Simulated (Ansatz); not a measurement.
# LiZn2As2: the cost of one run

Method: DFT PBE, scalar-relativistic, plane waves, PAW, in Ansatz 0.2.0.

6 further runs of the same task are left out: 1 that didn't finish, 5 set aside as unsound or not needed.

## 1. The starting structure

The structure is trigonal, space group P-3m1 (No. 164). The conventional cell has a = 4.188 Å, b = 4.188 Å, c = 7.029 Å, α = 90.00°, β = 90.00°, γ = 120.00°. Ca (site symmetry -3m) is surrounded by 6 As at 3.02 Å. Zn (site symmetry 3m) is surrounded by 4 As at 2.54 to 2.63 Å. As (site symmetry 3m) has 4 Zn at 2.54 to 2.63 Å and 3 Ca at 3.02 Å as nearest neighbours.

Coordinates:

```xyz
5
Lattice="4.1881 0.0000 0.0000 -2.0940 3.6270 0.0000 0.0000 0.0000 7.0293" Properties=species:S:1:pos:R:3 pbc="T T T"
Ca    0.0000    0.0000    0.0000
Zn    0.0000    2.4180    4.4393
Zn    2.0940    1.2090    2.5900
As    0.0000    2.4180    1.8124
As    2.0940    1.2090    5.2169
```

It is the result of an earlier relaxation at this level (volume 21.35 Å³/atom; gap on the mesh: 0.39 eV).

Reference energy of this cell: -18170.5005 eV (5 atoms, 12×12×4 mesh, zero smearing).

## 2. Case: Ca replaced by Li

All Ca sites take Li; the start cell is scaled by the change of radius.

The cell holds 1 Li, 2 Zn, 2 As: a = 4.017 Å, b = 4.017 Å, c = 6.742 Å, α = 90.00°, β = 90.00°, γ = 120.00°.

## 3. A first look at the start

input.yaml reads:

```yaml
crystal:
  lattice:
    - [4.0167221947, 0.0, 0.0]
    - [-2.0083610974, 3.4785834606, 0.0]
    - [0.0, 0.0, 6.7417240831]
  atoms:
    - { symbol: Li, position: [0.0, 0.0, 0.0] }
    - { symbol: Zn, position: [0.3333333333, 0.6666666667, 0.6315368027] }
    - { symbol: Zn, position: [0.6666666667, 0.3333333333, 0.3684631973] }
    - { symbol: As, position: [0.3333333333, 0.6666666667, 0.2578392114] }
    - { symbol: As, position: [0.6666666667, 0.3333333333, 0.7421607886] }
basis:
  ecutwfc: 420
kpoints:
  mp_grid: { grid: [6, 6, 4] }
hamiltonian:
  xc: pbe
scf:
  occupations: { method: gaussian, width: 0.1 }
output:
  forces: true
  stress: true
  eigenvalues: true
```

Run with:

```bash
ansatz run input.yaml --threads 2 --pin off --max-ram 5120MiB --backend cpu --events-out ev --progress --plain --runs-dir out
```

**Question.** How long does this run take on 2 threads of AMD EPYC 7R43 (Zen 3), shared host, and how much memory does it need?

About 2.6 s, with a peak of 0.46 GiB.
